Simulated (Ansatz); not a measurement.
# BN: the band gap up the ladder of functionals

An exercise on one series of results from a longer session: the logs are not shown, and one member is left open.

Code: Ansatz 0.2.0. PAW datasets, plane waves. All values are calculated for a non-magnetic cell, which may be hypothetical.

## The system as given

The cell was relaxed beforehand with r2SCAN.

Space group P6_3/mmc (No. 194), hexagonal; a = 2.491 Å, c = 4.001 Å in the conventional setting, 5.38 Å³ an atom. B has 6 N at 1.75 Å and 2 B at 2.00 Å; N has 6 B at 1.75 Å.

As a file:

```cif
data_structure
_symmetry_space_group_name_H-M 'P6_3/mmc'
_symmetry_Int_Tables_number 194
_cell_length_a 2.4913
_cell_length_b 2.4913
_cell_length_c 4.0011
_cell_angle_alpha 90.000
_cell_angle_beta 90.000
_cell_angle_gamma 120.000
_cell_volume 21.51
loop_
_atom_site_label
_atom_site_type_symbol
_atom_site_symmetry_multiplicity
_atom_site_Wyckoff_symbol
_atom_site_fract_x
_atom_site_fract_y
_atom_site_fract_z
_atom_site_occupancy
B1 B 2 a 0.00000 0.00000 0.00000 1
N1 N 2 c 0.33333 0.66667 0.25000 1
```

Set-up of the first run:

input.yaml

```yaml
crystal:
  lattice:
    - [2.4913353474, 0.0, 0.0]
    - [-1.2456676737, 2.1575597002, 0.0]
    - [0.0, 0.0, 4.0010591824]
  atoms:
    - { symbol: B, position: [0.0, 0.0, 0.0] }
    - { symbol: B, position: [0.0, 0.0, 0.5] }
    - { symbol: "N", position: [0.3333333333, 0.6666666667, 0.25] }
    - { symbol: "N", position: [0.6666666667, 0.3333333333, 0.75] }
kpoints:
  mp_grid: { grid: [12, 12, 6] }
  band_path:
    path:
      - [[0.0, 0.0, 0.0], [0.5, 1.463195536257e-17, 0.0], [0.3333333333333, 0.3333333333333, 0.0], [0.0, 0.0, 0.0], [0.0, 0.0, 0.5], [0.5, 1.463195536257e-17, 0.5], [0.3333333333333, 0.3333333333333, 0.5], [0.0, 0.0, 0.5]]
      - [[0.5, 1.463195536257e-17, 0.5], [0.5, 1.463195536257e-17, 0.0]]
      - [[0.3333333333333, 0.3333333333333, 0.5], [0.3333333333333, 0.3333333333333, 0.0]]
    npoints: 10
hamiltonian:
  xc: pbe
scf:
  occupations: { method: fermi_dirac, width: 0.02 }
  n_extra_bands: 5
output:
  forces: true
  stress: true
  eigenvalues: true
  write_density: true
  write_potential: true
  elf: true
  volumetric_format: npy
```

Launch:

```bash
ansatz run input.yaml --threads 4 --pin off --max-ram 7372MiB --backend cpu --events-out ev --progress --plain --runs-dir out
```

Among the steps run: Band structure with PBE; r2SCAN; Single point with HSE06; PBE0; LDA; Quasiparticle levels, G0W0@PBE; G0W0 on PBE; DDH-PBE0; Single point with r2SCANh; LC-ωPBE.

One of the session's tables, all rows but one given; the rest of the session is left out.

```
                     level  gap (eV)
                       PBE      1.58
                    r2SCAN      1.82
                     HSE06      2.60
                      PBE0      3.33
                       LDA      1.68
 G0W0@PBE (64 empty bands)      2.05
G0W0@PBE (159 empty bands)      2.23
                  DDH-PBE0      2.39
                   r2SCANh         ?
                   LC-ωPBE      7.75
```

Q: Estimate the row for r2SCANh from the others.

**Answer.** gap (eV): 2.48. In the column «gap (eV)» it lies between DDH-PBE0 (2.39) and HSE06 (2.60).

Meshes: PBE 12×12×6, r2SCAN 12×12×6, HSE06 9×9×4, PBE0 9×9×4, LDA 12×12×6, DDH-PBE0 9×9×4, r2SCANh 9×9×4, LC-ωPBE 9×9×4.

PBE gives the least gap, 1.58 eV, and LC-ωPBE the largest, 7.75 eV. Against G0W0@PBE, PBE is short by 0.65 eV, at 71 % of it, and r2SCAN 82 %. PBE0 lies 0.74 eV above HSE06, which differs from it by screening the long-range exchange. G0W0 here is at a finite number of bands, screening cutoff and k mesh, not at the basis limit.

Limits of these values: Warnings in the runs' records: stress scf threshold loose, stress exchange threshold loose.
